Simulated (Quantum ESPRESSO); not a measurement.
# ZrC (Fm-3m) in Quantum ESPRESSO: further runs

One crystal, ZrC, is run at these levels: PBEsol; tasks: relaxation of cell and atoms.

All numbers are computed with Quantum ESPRESSO 7.5; they aren't measurements. Logs are shortened: lines on timing, memory, paths and dates and some standing lists are left out, and cuts for length are marked.

### 1 Starting point

Symmetry: Fm-3m, No. 225, cubic system. Conventional cell: a = 4.730 Å, b = 4.730 Å, c = 4.730 Å, α = 90.00°, β = 90.00°, γ = 90.00°. Zr (site symmetry m-3m) is surrounded by 6 C at 2.37 Å. C (site symmetry m-3m) is surrounded by 6 Zr at 2.37 Å.

### 2 Relaxation of cell and atoms, PBEsol, target pressure 10 GPa, at which the enthalpy is minimised

File pw.in:

```
&CONTROL
  calculation = 'vc-relax'
  prefix = 'pwscf'
  outdir = './tmp'
  pseudo_dir = './pseudo'
  tprnfor = .true.
  tstress = .true.
  disk_io = 'low'
  nstep = 40
  forc_conv_thr = 0.0004
  etot_conv_thr = 1d-05
/
&SYSTEM
  ibrav = 0
  nat = 2
  ntyp = 2
  ecutwfc = 52
  ecutrho = 414
  nbnd = 14
  occupations = 'smearing'
  smearing = 'fd'
  degauss = 0.00367493
/
&ELECTRONS
  conv_thr = 4d-10
  electron_maxstep = 120
  mixing_beta = 0.5
/
&IONS
  ion_dynamics = 'bfgs'
/
&CELL
  cell_dynamics = 'bfgs'
  press = 100
  press_conv_thr = 0.3
/
ATOMIC_SPECIES
Zr    91.2240 zr_pbesol_v1.uspp.F.UPF
C     12.0110 c_pbesol_v1.2.uspp.F.UPF
CELL_PARAMETERS bohr
   0.0000000000    4.4692022847    4.4692022847
   4.4692022847    0.0000000000    4.4692022847
   4.4692022847    4.4692022847    0.0000000000
ATOMIC_POSITIONS bohr
Zr     4.4692022847    4.4692022847    4.4692022847
C      0.0000000000    0.0000000000    0.0000000000
K_POINTS automatic
10 10 10 0 0 0
```

Potentials or basis: GBRV 1.5 PBEsol.

Launch:

```console
> OMP_NUM_THREADS=1 mpirun -n 2 pw.x -nk 2 -in pw.in > pw.out
```

pw.out:

```text
This program is part of the open-source Quantum ESPRESSO suite
     for quantum simulation of materials; please cite
[... 6 lines left out ...]
     using ibrav=0 with symmetry is DISCOURAGED, use correct ibrav instead

     K-points division:     npool     =       2
     Subspace diagonalization in iterative solution of the eigenvalue problem:
     a serial algorithm will be used

     G-vector sticks info
     --------------------
     sticks:   dense  smooth     PW     G-vecs:    dense   smooth      PW
     Sum        1147     583    187                25509     9185    1639

     Using Slab Decomposition

     bravais-lattice index     =            0
     lattice parameter (alat)  =       6.3204  a.u.
     unit-cell volume          =     178.5336 (a.u.)^3
     number of atoms/cell      =            2
     number of atomic types    =            2
     number of electrons       =        16.00
     number of Kohn-Sham states=           14
     kinetic-energy cutoff     =      52.0000  Ry
     charge density cutoff     =     414.0000  Ry
     scf convergence threshold =      4.0E-10
     mixing beta               =       0.5000
     number of iterations used =            8  plain     mixing
     energy convergence thresh.=      1.0E-05
     force convergence thresh. =      4.0E-04
     press convergence thresh. =      3.0E-01
     Exchange-correlation= SLA  PW   PSX  PSC
                           (   1   4  10   8   0   0   0)
     nstep                     =           40

     celldm(1)=   6.320406  celldm(2)=   0.000000  celldm(3)=   0.000000
     celldm(4)=   0.000000  celldm(5)=   0.000000  celldm(6)=   0.000000

     crystal axes: (cart. coord. in units of alat)
               a(1) = (   0.000000   0.707107   0.707107 )
               a(2) = (   0.707107   0.000000   0.707107 )
               a(3) = (   0.707107   0.707107   0.000000 )

     reciprocal axes: (cart. coord. in units 2 pi/alat)
               b(1) = ( -0.707107  0.707107  0.707107 )
               b(2) = (  0.707107 -0.707107  0.707107 )
               b(3) = (  0.707107  0.707107 -0.707107 )

     PseudoPot. # 1 for Zr read from file:
     zr_pbesol_v1.uspp.F.UPF
     Pseudo is Ultrasoft + core correction, Zval = 12.0
     Generated by new atomic code, or converted to UPF format
     Using radial grid of  887 points,  6 beta functions with:
                l(1) =   0
                l(2) =   0
                l(3) =   1
                l(4) =   1
                l(5) =   2
                l(6) =   2
     Q(r) pseudized with  6 coefficients,  rinner =    1.200   1.200   1.200
                                                       1.200   1.200

     PseudoPot. # 2 for C  read from file:
     c_pbesol_v1.2.uspp.F.UPF
     Pseudo is Ultrasoft + core correction, Zval =  4.0
     Generated by new atomic code, or converted to UPF format
     Using radial grid of  721 points,  4 beta functions with:
                l(1) =   0
                l(2) =   0
                l(3) =   1
                l(4) =   1
     Q(r) pseudized with  8 coefficients,  rinner =    1.100   1.100   1.100

     atomic species   valence    mass     pseudopotential
     Zr               12.00    91.22400     Zr( 1.00)
     C                 4.00    12.01100     C ( 1.00)
[... 1532 lines left out ...]
End final coordinates

     Final scf calculation at the relaxed structure.
     The G-vectors are recalculated for the final unit cell
     Results may differ from those at the preceding step.

     G-vector sticks info
     --------------------
     sticks:   dense  smooth     PW     G-vecs:    dense   smooth      PW
     Sum        1069     547    163                23505     8363    1459

     Using Slab Decomposition

     bravais-lattice index     =            0
     lattice parameter (alat)  =       6.3204  a.u.
     unit-cell volume          =     165.0584 (a.u.)^3
     number of atoms/cell      =            2
     number of atomic types    =            2
     number of electrons       =        16.00
     number of Kohn-Sham states=           14
     kinetic-energy cutoff     =      52.0000  Ry
     charge density cutoff     =     414.0000  Ry
     scf convergence threshold =      4.0E-12
     mixing beta               =       0.5000
     number of iterations used =            8  plain     mixing
     press convergence thresh. =      3.0E-01
     Exchange-correlation= SLA  PW   PSX  PSC
                           (   1   4  10   8   0   0   0)

     celldm(1)=   6.320406  celldm(2)=   0.000000  celldm(3)=   0.000000
     celldm(4)=   0.000000  celldm(5)=   0.000000  celldm(6)=   0.000000

     crystal axes: (cart. coord. in units of alat)
               a(1) = (   0.000000   0.688849   0.688849 )
               a(2) = (   0.688849   0.000000   0.688849 )
               a(3) = (   0.688849   0.688849   0.000000 )

     reciprocal axes: (cart. coord. in units 2 pi/alat)
               b(1) = ( -0.725848  0.725848  0.725848 )
               b(2) = (  0.725848 -0.725848  0.725848 )
               b(3) = (  0.725848  0.725848 -0.725848 )

     PseudoPot. # 1 for Zr read from file:
     zr_pbesol_v1.uspp.F.UPF
     Pseudo is Ultrasoft + core correction, Zval = 12.0
     Generated by new atomic code, or converted to UPF format
     Using radial grid of  887 points,  6 beta functions with:
                l(1) =   0
                l(2) =   0
                l(3) =   1
                l(4) =   1
                l(5) =   2
                l(6) =   2
     Q(r) pseudized with  6 coefficients,  rinner =    1.200   1.200   1.200
                                                       1.200   1.200

     PseudoPot. # 2 for C  read from file:
     c_pbesol_v1.2.uspp.F.UPF
     Pseudo is Ultrasoft + core correction, Zval =  4.0
     Generated by new atomic code, or converted to UPF format
     Using radial grid of  721 points,  4 beta functions with:
                l(1) =   0
                l(2) =   0
                l(3) =   1
                l(4) =   1
     Q(r) pseudized with  8 coefficients,  rinner =    1.100   1.100   1.100

     atomic species   valence    mass     pseudopotential
     Zr               12.00    91.22400     Zr( 1.00)
     C                 4.00    12.01100     C ( 1.00)

     48 Sym. Ops., with inversion, found

   Cartesian axes

     site n.     atom                  positions (alat units)
         1        Zr     tau(   1) = (   0.6888492   0.6888492   0.6888492  )
         2        C      tau(   2) = (  -0.0000000  -0.0000000   0.0000000  )

     number of k points=    47  Fermi-Dirac smearing, width (Ry)=  0.0037
                       cart. coord. in units 2pi/alat
        k(    1) = (   0.0000000   0.0000000   0.0000000), wk =   0.0020000
        k(    2) = (   0.0725848   0.0725848  -0.0725848), wk =   0.0160000
        k(    3) = (   0.1451696   0.1451696  -0.1451696), wk =   0.0160000
        k(    4) = (   0.2177545   0.2177545  -0.2177545), wk =   0.0160000
        k(    5) = (   0.2903393   0.2903393  -0.2903393), wk =   0.0160000
        k(    6) = (  -0.3629241  -0.3629241   0.3629241), wk =   0.0080000
[... 39 lines left out ...]
        k(   46) = (  -0.0725848  -0.3629241   0.6532634), wk =   0.0480000
        k(   47) = (  -0.7258482   0.2903393   0.0000000), wk =   0.0240000

     Dense  grid:    23505 G-vectors     FFT dimensions: (  40,  40,  40)

     Smooth grid:     8363 G-vectors     FFT dimensions: (  30,  30,  30)

     Check: negative core charge=   -0.000001

     Initial potential from superposition of free atoms

     starting charge      15.9980, renormalised to      16.0000

     negative rho (up, down):  5.865E-02 0.000E+00
     Starting wfcs are   17 randomized atomic wfcs

     Self-consistent Calculation

     iteration #  1     ecut=    52.00 Ry     beta= 0.50
     Davidson diagonalization with overlap
     ethr =  1.00E-06,  avg # of iterations = 10.1
[... 356 lines left out ...]
     negative rho (up, down):  6.151E-02 0.000E+00
          total   stress  (Ry/bohr**3)                   (kbar)     P=       99.88
   0.00067894   0.00000000   0.00000000           99.88        0.00        0.00
   0.00000000   0.00067894   0.00000000            0.00       99.88        0.00
   0.00000000   0.00000000   0.00067894            0.00        0.00       99.88

=------------------------------------------------------------------------------=
   JOB DONE.
=------------------------------------------------------------------------------=
```

Run time: 34 s. Hardware: 2 MPI ranks of Arm Neoverse V1, shared host; peak memory 0.22 GiB.

What came out:

| Property | Result |
| --- | --- |
| Free energy | -1506.7005 eV |
| Relaxed volume | 12.23 Å³/atom |
| Relaxed cell | a = 3.258 Å, b = 3.258 Å, c = 3.258 Å, α = 60.00°, β = 60.00°, γ = 60.00° |
| Space group after relaxing (to 0.05 Å) | Fm-3m (No. 225) |
| Energy change on relaxing (the enthalpy is what falls) | +0.7 meV/atom |
| Ionic steps | 4 |
| Pressure after relaxing | 10.0 GPa |
| Band gap on the k mesh | none (metal or under the smearing width) |

The path:
```
step  energy change (eV)  largest force (eV/Å)  pressure (GPa)  volume (Å³)
   1              0.0000                0.0000           -8.55        26.46
   2              0.0346                0.0000           14.99        24.03
   3             -0.0016                0.0000            9.44        24.51
   4              0.0014                0.0000            9.99        24.46
```

Final structure:
```
CELL_PARAMETERS angstrom
0.00000 2.30394 2.30394
2.30394 0.00000 2.30394
2.30394 2.30394 0.00000
ATOMIC_POSITIONS crystal
Zr 0.50000 0.50000 0.50000
C 0.00000 0.00000 0.00000
```

### 3 Relaxation of cell and atoms, PBEsol, target pressure 20 GPa, at which the enthalpy is minimised

pw.in: that of step 2 with these lines changed.

```diff
@@ -33,3 +33,3 @@
   cell_dynamics = 'bfgs'
-  press = 100
+  press = 200
   press_conv_thr = 0.3
```

Potentials or basis: GBRV 1.5 PBEsol.

Launch:

```console
> OMP_NUM_THREADS=1 mpirun -n 2 pw.x -nk 2 -in pw.in > pw.out
```

Run time: 42 s. Hardware: 2 MPI ranks of Arm Neoverse V1, shared host; peak memory 0.22 GiB.

Results (log left out):

| Property | Result |
| --- | --- |
| Free energy | -1506.6243 eV |
| Relaxed volume | 11.82 Å³/atom |
| Relaxed cell | a = 3.221 Å, b = 3.221 Å, c = 3.221 Å, α = 60.00°, β = 60.00°, γ = 60.00° |
| Space group after relaxing (to 0.05 Å) | Fm-3m (No. 225) |
| Energy change on relaxing (the enthalpy is what falls) | +38.8 meV/atom |
| Ionic steps | 5 |
| Pressure after relaxing | 20.0 GPa |
| Band gap on the k mesh | none (metal or under the smearing width) |

Step by step:
| step | energy change (eV) | largest force (eV/Å) | pressure (GPa) | volume (Å³) |
| --- | --- | --- | --- | --- |
| 1 | 0.0000 | 0.0000 | -8.55 | 26.46 |
| 2 | 0.2150 | 0.0000 | 32.22 | 22.79 |
| 3 | 0.0610 | 0.0000 | 18.19 | 23.78 |
| 4 | 0.0767 | 0.0000 | 19.91 | 23.64 |
| 5 | 0.0776 | 0.0000 | 20.00 | 23.64 |

Final structure:
```cif
data_structure
_symmetry_space_group_name_H-M 'P 1'
_symmetry_Int_Tables_number 1
_cell_length_a 3.2214
_cell_length_b 3.2214
_cell_length_c 3.2214
_cell_angle_alpha 60.000
_cell_angle_beta 60.000
_cell_angle_gamma 60.000
_cell_volume 23.64
loop_
_atom_site_label
_atom_site_type_symbol
_atom_site_fract_x
_atom_site_fract_y
_atom_site_fract_z
_atom_site_occupancy
Zr1 Zr 0.50000 0.50000 0.50000 1
C1 C 0.00000 0.00000 0.00000 1
```

Levels at points of the mesh, in eV from the Fermi level:
```tsv
k point	band 6	band 7	band 8	band 9	band 10	band 11
(0.00, 0.00, 0.00)	0.95	0.95	0.95	1.05	1.05	1.05
(0.00, 0.00, -0.50)	-5.73	-3.29	-3.29	4.99	4.99	5.92
(0.00, -0.50, -0.50)	-2.16	-1.89	0.16	0.16	4.95	6.36
```

### 4 Relaxation of cell and atoms, PBEsol, target pressure 30 GPa, at which the enthalpy is minimised

pw.in: that of step 3 with these lines changed.

```diff
@@ -33,3 +33,3 @@
   cell_dynamics = 'bfgs'
-  press = 200
+  press = 300
   press_conv_thr = 0.3
```

Launch:

```console
> OMP_NUM_THREADS=1 mpirun -n 2 pw.x -nk 2 -in pw.in > pw.out
```

It took 42 s on 2 MPI ranks of Arm Neoverse V1, shared host; peak memory 0.22 GiB.

Results (log left out):

| Property | Result |
| --- | --- |
| Free energy | -1506.5147 eV |
| Relaxed volume | 11.47 Å³/atom |
| Relaxed cell | a = 3.189 Å, b = 3.189 Å, c = 3.189 Å, α = 60.00°, β = 60.00°, γ = 60.00° |
| Space group after relaxing (to 0.05 Å) | Fm-3m (No. 225) |
| Energy change on relaxing (the enthalpy is what falls) | +93.5 meV/atom |
| Ionic steps | 5 |
| Pressure after relaxing | 30.0 GPa |
| Band gap on the k mesh | none (metal or under the smearing width) |

Step by step:
```tsv
step	energy change (eV)	largest force (eV/Å)	pressure (GPa)	volume (Å³)
1	0.0000	0.0000	-8.55	26.46
2	0.5326	0.0000	53.48	21.59
3	0.1396	0.0000	25.98	23.20
4	0.1832	0.0000	29.69	22.95
5	0.1871	0.0000	30.00	22.93
```

Final structure:
```xyz
2
Lattice="0.0000 2.2550 2.2550 2.2550 0.0000 2.2550 2.2550 2.2550 0.0000" Properties=species:S:1:pos:R:3 pbc="T T T"
Zr    2.2550    2.2550    2.2550
C     0.0000    0.0000    0.0000
```

Levels at points of the mesh, in eV from the Fermi level:
```
             k point  band 4  band 5  band 6  band 7  band 8  band 9  band 10  band 11  band 12  band 13
  (0.00, 0.00, 0.00)  -25.20  -11.72    0.95    0.95    0.95    1.05     1.05     1.05     3.13     3.13
 (0.00, 0.00, -0.50)  -25.31   -7.92   -5.86   -3.42   -3.42    5.15     5.15     6.11     7.00    11.69
(0.00, -0.50, -0.50)  -25.64  -10.68   -2.28   -1.81    0.20    0.20     5.11     6.58     6.58     9.67
```

### 5 The runs side by side

```csv
cell,gap on the mesh (eV),pressure (GPa)
relaxed to 10 GPa,none,10.0
relaxed to 20 GPa,none,20.0
relaxed to 30 GPa,none,30.0
```

Alike in all rows: task relaxation of cell and atoms; level PBEsol; potentials or basis GBRV 1.5 PBEsol; no spin polarisation; k mesh 10 × 10 × 10; cutoff (eV) 707; smearing fermi-dirac 0.05 eV.

Total energies depend on the potentials used, so only differences within one code and one set of settings carry meaning.
